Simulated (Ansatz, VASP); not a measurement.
## Te2Mo (2H MoTe2) in VASP and in Ansatz

```
CELL_PARAMETERS angstrom
3.51820 0.00000 0.00000
-1.75910 3.04685 0.00000
0.00000 0.00000 13.97360
ATOMIC_POSITIONS crystal
Te 0.33333 0.66667 0.62250
Te 0.66667 0.33333 0.12250
Te 0.33333 0.66667 0.87750
Te 0.66667 0.33333 0.37750
Mo 0.33333 0.66667 0.25000
Mo 0.66667 0.33333 0.75000
```

Alike in both runs: functional LDA; k mesh 12 × 12 × 3; no spin polarisation.

Ansatz relaxed the structure, and its values are those at the end. VASP's run is a single point on that final structure, the one shown.

|  | VASP | Ansatz |
| --- | --- | --- |
| version | VASP 6.6.1 | Ansatz 0.2.0 |
| potentials or method | VASP PAW LDA potentials, release 64 (Te, Mo_sv) | scalar-relativistic, plane waves, PAW |
| plane-wave cutoff (eV) | 520 | 440 |
| occupations | gaussian, width 0.01 eV | fixed |
| valence electrons in the cell | 52 | 92 |

|  | VASP | Ansatz | Ansatz less VASP |
| --- | --- | --- | --- |
| gap on the k mesh at the Fermi level (eV) | 0.73 | 0.74 | +0.011 |
| least direct gap on the mesh (eV) | 1.02 | 1.02 | 0.000 |
| pressure (GPa) | -1.6 | -1.8 | -0.25 |
| rms of the force components (eV/Å) | 0.027 | 0.000 | -0.0270 |

The two sets of potentials don't hold the same shells in valence. Ansatz warned: «stress_scf_threshold_loose».

Caveats: spin-orbit coupling is left out, which moves the levels of the heavy elements; an odd mesh through Γ misses points on the zone boundary, where band edges often lie. A hybrid or GW would open this gap; LDA tends to underestimate it.
